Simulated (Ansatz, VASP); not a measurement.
# Two plane-wave programs on GaSb

```
Sb Ga
1.0
     0.00000    3.05900    3.05900
     3.05900    0.00000    3.05900
     3.05900    3.05900    0.00000
Sb Ga
1 1
Direct
  0.74950 0.74169 0.75242
  0.99713 0.00999 0.00122
```

Change from the starting cell: atoms moved at random, drawn with an rms of 0.05 Å.

Alike in both runs: task single point; functional PBE; k mesh 8 × 8 × 8; occupations fermi-dirac, width 0.05 eV; no spin polarisation.

|  | VASP | Ansatz |
| --- | --- | --- |
| version | VASP 6.6.1 | Ansatz 0.2.0 |
| potentials or method | VASP PAW PBE potentials, release 64 (Sb, Ga_d) | Ansatz PAW |
| plane-wave cutoff (eV) | 520 | 420 |
| valence electrons in the cell | 18 | 28 |

VASP gave:

```
gap on the k mesh at the Fermi level (eV)       : 0.16
least direct gap on the mesh (eV)               : 0.16
pressure (GPa)                                  : 2.5
largest component of the traceless stress (GPa) : 1.16
rms of the force components (eV/Å)              : 0.356
```

Estimate Ansatz's values.

gap on the k mesh at the Fermi level (eV): 0.16; least direct gap on the mesh (eV): 0.16; pressure (GPa): 2.5; largest component of the traceless stress (GPa): 1.14; rms of the force components (eV/Å): 0.352.

Atom by atom the forces differ by 0.004 eV/Å (rms over components). The two sets of potentials don't hold the same shells in valence.

Caveats: spin-orbit coupling is left out, which moves the levels of the heavy elements. A k mesh can miss the band edges.
